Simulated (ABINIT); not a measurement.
The system is NaCl.

```
Cl Na
1.0
     0.00000    2.79406    2.79406
     2.79406    0.00000    2.79406
     2.79406    2.79406    0.00000
Cl Na
1 1
Direct
  0.50000 0.50000 0.50000
  0.00000 0.00000 0.00000
```

The cell is a database's computed one.

Program: ABINIT 10.8.3 (patched build). Alike in all runs: no spin polarisation; cell as given; smearing fermi-dirac 0.05 eV. Hardware: 1 thread of Arm Neoverse V2, with other jobs on the host.

Question: Order these runs on this cell by their wall time, lowest first.
A. task band structure; level WC; potentials or basis JTH PAW PBE v2.0; k mesh 8 × 8 × 8; cutoff (eV) 1088; fine-grid cutoff 1687.11 eV
B. task single point; level LDA; potentials or basis JTH PAW LDA v2.0; k mesh 5 × 5 × 5; cutoff (eV) 1225; fine-grid cutoff 1836.77 eV
C. task single point; level PBEsol; potentials or basis JTH PAW PBE v2.0; k mesh 10 × 10 × 10; cutoff (eV) 1088; fine-grid cutoff 1687.11 eV

Answer: B (16 s), C (52 s), A (110 s).

Not every run made on this cell is shown here.
